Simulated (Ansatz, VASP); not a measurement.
# AlN (lda) in VASP and in Ansatz

```
Al N
1.0
     3.08876    0.00000    0.00000
    -1.54438    2.67494    0.00000
     0.00000    0.00000    4.94331
Al N
2 2
Direct
  0.33333 0.66667 0.99901
  0.66667 0.33333 0.49901
  0.33333 0.66667 0.38099
  0.66667 0.33333 0.88099
```

Alike in both runs: functional LDA; k mesh 9 × 9 × 6; occupations gaussian, width 0.02 eV; no spin polarisation.

Ansatz relaxed the structure, and its values are those at the end. VASP's run is a single point on that final structure, the one shown.

|  | VASP | Ansatz |
| --- | --- | --- |
| version | VASP 6.6.1 | Ansatz 0.2.0 |
| potentials or method | VASP PAW LDA potentials, release 64 (Al, N) | scalar-relativistic, plane waves, PAW |
| plane-wave cutoff (eV) | 520 | 420 |
| valence electrons in the cell | 16 | 16 |

Ansatz gave:

* gap on the k mesh at the Fermi level (eV): 4.42
* least direct gap on the mesh (eV): 4.42
* pressure (GPa): 0.0

Which values does VASP return?

gap on the k mesh at the Fermi level (eV): 4.42; least direct gap on the mesh (eV): 4.42; pressure (GPa): 0.7.

Caveats: an odd mesh through Γ misses points on the zone boundary, where band edges often lie. A hybrid or GW would open this gap; LDA tends to underestimate it.
